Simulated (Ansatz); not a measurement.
## Is this TiTe2 structure a true minimum?

It was relaxed at this level from a cell as deposited in COD.

Theory: Ansatz 0.2.0, DFT PBE, scalar-relativistic, plane waves, PAW. Plane waves to 420 eV, a k mesh through Γ of 12×12×8 on the computed 3-atom cell and Gaussian smearing (0.10 eV); no spin polarisation.

The cell below (3 atoms, space group P-3m1 (No. 164)) is relaxed within its symmetry.

```
CELL_PARAMETERS angstrom
3.76902 0.00000 0.00000
-1.88451 3.26407 0.00000
0.00000 0.00000 6.89766
ATOMIC_POSITIONS crystal
Ti 0.00000 0.00000 0.00000
Te 0.66667 0.33333 0.25087
Te 0.33333 0.66667 0.74913
```

For the test a repeat of it with 6 atoms (edges 3.77, 6.53, 6.90 Å) was strained at random (σ = 1.5 % a component), the atoms were moved at random (σ = 0.15 Å), and all was relaxed again on a coarse 6×4×4 mesh (in the run’s order of axes) with 0.20 eV smearing, with no symmetry imposed.

No dispersion correction is applied, so the spacing and binding between layers, chains or molecules are poorly described. Spin–orbit coupling, which can matter for Te, is left out.

Problem. Does it come back?

Solution. It returns, within 1 meV/atom of the unmoved cell on that mesh and with the same symmetry when read at 0.1 Å (C2/m at 0.01 Å, so small strains and shifts remain). So it is stable against the distortions that fit this cell and that this random move excites. Modes that don't fit the cell aren't tested.
